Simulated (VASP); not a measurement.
BaF2 (fluorite) relaxed at rising pressure, in one space group throughout; other phases were not tried. The pressures are those reached. Calculation: PBE GGA, VASP's PBE PAW potentials (set 64) (plane waves; VASP).

```json
[
 {"P (GPa)": "0.00", "V (Å³/atom)": "20.626", "k-mesh": "6×6×6"},
 {"P (GPa)": "5.06", "V (Å³/atom)": "19.092", "k-mesh": "6×6×6"},
 {"P (GPa)": "10.05", "V (Å³/atom)": "18.039", "k-mesh": "6×6×6"},
 {"P (GPa)": "19.89", "V (Å³/atom)": "16.598", "k-mesh": "7×7×7"},
 {"P (GPa)": "30.01", "V (Å³/atom)": "15.569", "k-mesh": "7×7×7"}
]
```

A change of mesh leaves a small step in the series.

Fit an equation of state and predict the volume at 44.90 GPa.

Least squares on the third-order Birch-Murnaghan form, P = (3B0/2)(y⁷ − y⁵)[1 + (3/4)(B′ − 4)(y² − 1)] with y = (V0/V)^(1/3), gives V0 = 20.625 Å³/atom, B0 = 55 GPa and B′ = 4.7, and so 14.483 Å³/atom. The run gave 14.479 Å³/atom, -0.0 % from the fit.

Pressures at which the relaxation failed are left out.

The compound is BaF2 in the fluorite structure.
